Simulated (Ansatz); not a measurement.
Input and command of a plane-wave DFT calculation in Ansatz:

```yaml
crystal:
  lattice:
    - [0.0, 2.5578981887, 2.5578981887]
    - [2.5578981887, 0.0, 2.5578981887]
    - [2.5578981887, 2.5578981887, 0.0]
  atoms:
    - { symbol: Zr, position: [0.0, 0.0, 0.0] }
    - { symbol: O, position: [0.25, 0.25, 0.25] }
    - { symbol: O, position: [0.75, 0.75, 0.75] }
basis:
  ecutwfc: 420
kpoints:
  mp_grid: { grid: [8, 8, 8] }
hamiltonian:
  xc: pbe
scf:
  occupations: { method: fixed }
output:
  forces: true
  stress: true
  eigenvalues: true
  write_density: true
  write_potential: true
  elf: true
  volumetric_format: npy
relax:
  adjacent_minimum: "off"
  f_tol: 0.001
  max_steps: 60
  cell: { stress_tol: 0.02, p_target: -3.0 }
```

```bash
ansatz run input.yaml --threads 1 --pin off --max-ram 3072MiB --backend cpu --events-out ev --progress --plain --runs-dir out
```

Processor: AMD EPYC 9R45 96-Core Processor (Zen 5), 1 thread, on a host shared with other jobs.

Task: Estimate time, memory and problem size.

Result: About 2.5 s on 1 thread of AMD EPYC 9R45 96-Core Processor (Zen 5) (shared host), peak memory 0.35 GiB. It solves 16 bands at 29 k points (the mesh reduced by the symmetry that the task leaves, which can be less than the crystal's) with about 645 plane waves (on the last cell), in 32 SCF iterations over 6 ionic steps.
